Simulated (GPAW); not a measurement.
# AlAs (F-43m): one start, several treatments of the self-energy

How much does the gap of AlAs (F-43m) depend on the approximation to the self-energy?

Program: GPAW 26.7.0. Level of theory: PBE and many-body steps on it, plane waves. Results are calculated unless marked as measured.

**What was measured.**

- Gap 3.018 eV: lowest direct gap at Gamma; earlier measurement quoted from literature, technique not stated; 300 K; bulk crystal (pure AlAs, literature value used as model input) (quoted in “Simultaneous Measurement of Mid-Infrared Refractive Indices in Thin-Film Heterostructures: Methodology and Results for GaAs/AlGaAs”, 2023, arxiv:2301.08293).

This is a report of a sequence of runs, with most program output left out.

## 1. Starting point

It takes space group F-43m (No. 216, cubic). Conventional cell: a = 5.661 Å, b = 5.661 Å, c = 5.661 Å, α = 90.00°, β = 90.00°, γ = 90.00°. Al has 4 As at 2.45 Å nearest. As has 4 Al at 2.45 Å nearest. Farther neighbours are not listed.

As a file:

```cif
data_structure
_symmetry_space_group_name_H-M 'P 1'
_symmetry_Int_Tables_number 1
_cell_length_a 4.0028
_cell_length_b 4.0028
_cell_length_c 4.0028
_cell_angle_alpha 60.000
_cell_angle_beta 60.000
_cell_angle_gamma 60.000
_cell_volume 45.35
loop_
_atom_site_label
_atom_site_type_symbol
_atom_site_fract_x
_atom_site_fract_y
_atom_site_fract_z
_atom_site_occupancy
Al1 Al 0.00000 0.00000 0.00000 1
As2 As 0.25000 0.25000 0.25000 1
```

The cell and positions come from the Crystallography Open Database and are kept as given unless a step says otherwise.

## 2. Empty states on the mesh, 4×4×4 mesh, 153 bands

This step: GPAW 26.7.0; DFT, PBE, plane waves, PAW.

The sums over transitions need many empty states on a uniform mesh; this step solves for them.

Contents of run.py:

```python
import json
import numpy as np
from gpaw.mpi import world
from gpaw import GPAW

calc = GPAW('gs.gpw').fixed_density(kpts={'size': (4, 4, 4), 'gamma': True},
    parallel={'domain': 1, 'band': 1},
    txt='nscf.txt')
calc.diagonalize_full_hamiltonian(nbands=153)
calc.write('full.gpw', mode='all')
res = {}
kpts = calc.get_ibz_k_points()
res['kpts'] = kpts
res['eigenvalues'] = [calc.get_eigenvalues(kpt=k) for k in range(len(kpts))]
res['n_electrons'] = calc.get_number_of_electrons()

if world.rank == 0:
    with open('result.json', 'w') as f:
        json.dump(res, f, default=lambda x: x.tolist())
```

Run with:

```console
$ mpirun -n 4 gpaw python run.py
```

Elapsed: 4.5 s, on 4 MPI ranks of Arm Neoverse V2, shared host; peak memory 0.91 GiB.

This step gave:

| Quantity | Value |
| --- | --- |
| gap | 1.432 eV |
| k of the valence top | 0, 0, 0 |
| k of the conduction bottom | 0.5, 0.5, 0 |
| least direct gap | 2.064 eV |
| k points computed | 8 |
| lowest point of the top converged band, above the valence top | 117.5811 eV |

On this mesh the gap is 1.432 eV.

## 3. G0W0, Godby-Needs plasmon pole

G0W0 replaces the xc potential by the self-energy, built once from these orbitals. Only a window of levels is corrected, while the sums run over the empty bands that the input names.

This step: G0W0 on PBE, plane waves, PAW.

Contents of run.py:

```python
import json
import numpy as np
from gpaw.mpi import world
from gpaw.response.g0w0 import G0W0

gw = G0W0('full.gpw',
    filename='gw',
    kpts=[0, 5],
    bands=(2, 6),
    ecut=125,
    nbands=143,
    integrate_gamma='WS',
    ppa=True)
gw.calculate()
res = {mode: {k: v for k, v in r.items() if k != 'sigma_eskwn'}
       for mode, r in gw.all_results.items()}

if world.rank == 0:
    with open('result.json', 'w') as f:
        json.dump(res, f, default=lambda x: x.tolist())
```

Run with:

```console
$ mpirun -n 4 gpaw python run.py
```

The job ended after 19 s (4 MPI ranks; peak memory 1 GiB; 75 s of CPU time).

This step gave:

```yaml
g0w0_gap_on_the_points_computed: 2.027 eV
least_direct_g0w0_gap_on_the_computed_points: 3.126 eV
z_at_the_valence_top: 0.7841
z_at_the_conduction_bottom: 0.8015
starting_gap_on_the_mesh: 1.432 eV
k_of_the_valence_top: 0, 0, 0
k_of_the_conduction_bottom: 0.5, 0.5, 0
```

The gap on the mesh goes from 1.43 eV to 2.03 eV, a correction of +0.59 eV.

## 4. G0W0, full frequency, Hilbert transform

run.py: that of step 3 with these lines changed.

```diff
@@ -12,3 +12,5 @@
     integrate_gamma='WS',
-    ppa=True)
+    frequencies={'type': 'nonlinear', 'domega0': 0.1, 'omega2': 15.0},
+    eta=0.1,
+    nblocksmax=True)
 gw.calculate()
```

Run with:

```console
$ mpirun -n 4 gpaw python run.py
```

It took 44 s on 4 MPI ranks; peak memory 1.4 GiB.

Numbers from this step:

```
G0W0 gap on the points computed              : 2.081 eV
least direct G0W0 gap on the computed points : 3.140 eV
Z at the valence top                         : 0.7730
Z at the conduction bottom                   : 0.7767
starting gap on the mesh                     : 1.432 eV
k of the valence top                         : 0, 0, 0
k of the conduction bottom                   : 0.5, 0.5, 0
```

Against G0W0 in GPAW (4×4×4 mesh, 143 bands, screening to 125 eV, Godby-Needs plasmon pole), the gap moves by +0.054 eV.

## 5. G0W0, multipole

run.py: that of step 4 with these lines changed.

```diff
@@ -12,5 +12,3 @@
     integrate_gamma='WS',
-    frequencies={'type': 'nonlinear', 'domega0': 0.1, 'omega2': 15.0},
-    eta=0.1,
-    nblocksmax=True)
+    mpa={'npoles': 4, 'wrange': [0, 40], 'varpi': 20.0, 'eta0': 0.01, 'eta_rest': 1.0, 'alpha': 1})
 gw.calculate()
```

Run with:

```console
$ mpirun -n 4 gpaw python run.py
```

The job ended after 39 s (4 MPI ranks; peak memory 1.1 GiB; 2.6 min of CPU time).

This step gave:

```
G0W0 gap on the points computed              : 2.055 eV
least direct G0W0 gap on the computed points : 3.129 eV
starting gap on the mesh                     : 1.432 eV
k of the valence top                         : 0, 0, 0
k of the conduction bottom                   : 0.5, 0.5, 0
```

Against G0W0 in GPAW (4×4×4 mesh, 143 bands, screening to 125 eV, Godby-Needs plasmon pole), the gap moves by +0.028 eV.

## 6. The runs together

Times are wall times on 4 MPI ranks of Arm Neoverse V2, shared host, good to a factor of about two.

| run | mesh | bands | screening cutoff (eV) | DFT gap (eV) | gap on the mesh (eV) | direct (eV) | time |
| --- | --- | --- | --- | --- | --- | --- | --- |
| G0W0, Godby-Needs plasmon pole | 4×4×4 | 143 | 125 | 1.432 | 2.027 | 3.126 | 19 s |
| G0W0, full frequency, Hilbert transform | 4×4×4 | 143 | 125 | 1.432 | 2.081 | 3.140 | 44 s |
| G0W0, multipole | 4×4×4 | 143 | 125 | 1.432 | 2.055 | 3.129 | 39 s |

## 7. Summary of results

```json
{
 "G0W0, Godby-Needs plasmon pole": "2.027 eV",
 "G0W0, full frequency, Hilbert transform": "2.081 eV",
 "G0W0, multipole": "2.055 eV",
 "known limits": "not at the basis limit; no spin-orbit coupling; coarse k mesh"
}
```

What this shows: G0W0, full frequency, Hilbert transform: +0.054 eV against G0W0, Godby-Needs plasmon pole. G0W0, multipole: +0.028 eV against G0W0, Godby-Needs plasmon pole. Against experiment, by G0W0, Godby-Needs plasmon pole: the direct gap of 3.13 eV lies +0.11 eV from the measured 3.018 eV (direct, 300 K, quoted 2023). An exciton line or allowed optical edge lies below the quasiparticle gap by the binding energy; a forbidden edge can push the onset above it. These are gaps on the mesh, at modest bands and cutoff. The calculation has static nuclei and no excitons; a measured gap holds zero-point and thermal motion, which mostly lowers it. Bands and cutoff are finite, so the gap is not at the basis limit. The miss can reach some tenths of an eV and take either sign; the mesh is an error of its own. These stock PAW sets were not made for GW; the filled d or f shell of As lies in the frozen core, which bears on start and correction. In the G0W0 runs levels were corrected at 2 k points alone, so a gap called «on the mesh» is the least over those, and an edge elsewhere would be missed. The 4×4×4 mesh is coarse for this cell, which bears on the long-range parts of exchange and screening. The many-body steps are scalar-relativistic: spin-orbit coupling is not in them.

[Paths, hosts, dates, memory and timing lines, banners, echoed tables and standing remarks are left out of the program output.]

[Logs are printed without paths, hosts, clocks, repeated set-up lines and the standing remarks that a program may print on its own settings, such as how far it seeks lower states.]

[Runs of the session that timed out or met a known fault of the program may be left out.]

[Hosts, paths, dates, database ids (printed as entryN), source tags and the programs' standing remarks are cut or masked in the printed files.]
